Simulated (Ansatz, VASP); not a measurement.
## CdHg2Te3: VASP beside Ansatz

The input INCAR:

```
SYSTEM = CdHg2Te3
PREC = Accurate
ENCUT = 520
EDIFF = 1E-7
ISMEAR = 0
SIGMA = 0.1
LREAL = .False.
LASPH = .True.
NELM = 80
ALGO = Normal
ISIF = 2
LWAVE = .False.
LCHARG = .False.
GGA = PE
NBANDS = 36
```

KPOINTS

```
regular mesh
0
Gamma
  4 4 2
  0 0 0
```

The input POSCAR:

```
CdHg2Te3
1.0
    3.9556662000     -2.4563740000      0.0000000000
    3.9556662000      2.4563740000      0.0000000000
   -0.8317946000      0.0000000000     10.5004842000
Cd Hg Te
1 2 3
Direct
    0.3799430000      0.6200570000      0.5000000000
    0.6877580000      0.0014720000      0.8328230000
    0.9985280000      0.3122420000      0.1671770000
    0.4866750000      0.0346760000      0.3424030000
    0.4817720000      0.5182280000      0.0000000000
    0.9653240000      0.5133250000      0.6575970000
```

Input for Ansatz:

```yaml
crystal:
  lattice:
    - [3.9556662, -2.456374, 0.0]
    - [3.9556662, 2.456374, 0.0]
    - [-0.8317946, 0.0, 10.5004842]
  atoms:
    - { symbol: Cd, position: [0.379943, 0.620057, 0.5] }
    - { symbol: Hg, position: [0.687758, 0.001472, 0.832823] }
    - { symbol: Hg, position: [0.998528, 0.312242, 0.167177] }
    - { symbol: Te, position: [0.486675, 0.034676, 0.342403] }
    - { symbol: Te, position: [0.481772, 0.518228, 0.0] }
    - { symbol: Te, position: [0.965324, 0.513325, 0.657597] }
basis:
  ecutwfc: 420
kpoints:
  mp_grid: { grid: [4, 4, 2] }
hamiltonian:
  xc: pbe
scf:
  occupations: { method: gaussian, width: 0.1 }
  lower_state_search: "off"
output:
  forces: true
  stress: true
  eigenvalues: true
```

Alike in both runs: task single point; functional PBE; k mesh 4 × 4 × 2; occupations gaussian, width 0.1 eV; no spin polarisation.

```csv
,VASP,Ansatz
version,VASP 6.6.1,Ansatz 0.2.0
potentials or method,"VASP PAW PBE potentials, release 64 (Cd, Hg, Te)","scalar-relativistic, plane waves, PAW"
plane-wave cutoff (eV),520,420
valence electrons in the cell,54,108
```

```tsv
	VASP	Ansatz	Ansatz less VASP
gap on the k mesh at the Fermi level (eV)	0.75	0.77	+0.014
least direct gap on the mesh (eV)	0.83	0.84	+0.016
pressure (GPa)	0.2	0.1	-0.11
largest component of the traceless stress (GPa)	0.09	0.11	+0.019
rms of the force components (eV/Å)	0.010	0.005	-0.0056
```

Atom by atom the forces differ by 0.013 eV/Å (rms over components). The two sets of potentials don't hold the same shells in valence.

Caveats: spin-orbit coupling is left out, which moves the levels of the heavy elements. Expect the measured gap to be larger: semilocal functionals such as PBE lack the derivative discontinuity. A k mesh can miss the band edges.
